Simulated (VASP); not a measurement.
## LiF (Griceite): single point with PBE

Crystal: LiF (Griceite).

```
F Li
1.0
     0.00000    2.01400    2.01400
     2.01400    0.00000    2.01400
     2.01400    2.01400    0.00000
F Li
1 1
Direct
  0.50000 0.50000 0.50000
  0.00000 0.00000 0.00000
```

* Program: VASP 6.6.1
* Task: single point
* Functional: PBE
* Potentials or basis: VASP PAW PBE potentials, release 64 (F, Li_sv)
* Cutoff: 520 eV
* k mesh: 11 × 11 × 11
* Occupations: gaussian, width 0.021 eV
* Spin: no spin polarisation

```json
{
  "Band gap on the k mesh": "9.09 eV, direct"
}
```

Levels at points of the mesh, in eV from the valence-band top:
```csv
k point,band 1,band 2,band 3,band 4,band 5,band 6,band 7,band 8,band 9
"(0.00, 0.00, 0.00)",-40.92,-19.97,0.00,0.00,0.00,9.09,23.97,23.97,23.97
```

Wall time 3.4 s on 1 thread of Intel(R) Xeon(R) 6975P-C (Granite Rapids), with other jobs on the host, peak memory 0.13 GiB.

Caveat: an odd mesh through Γ misses points on the zone boundary, where band edges often lie.
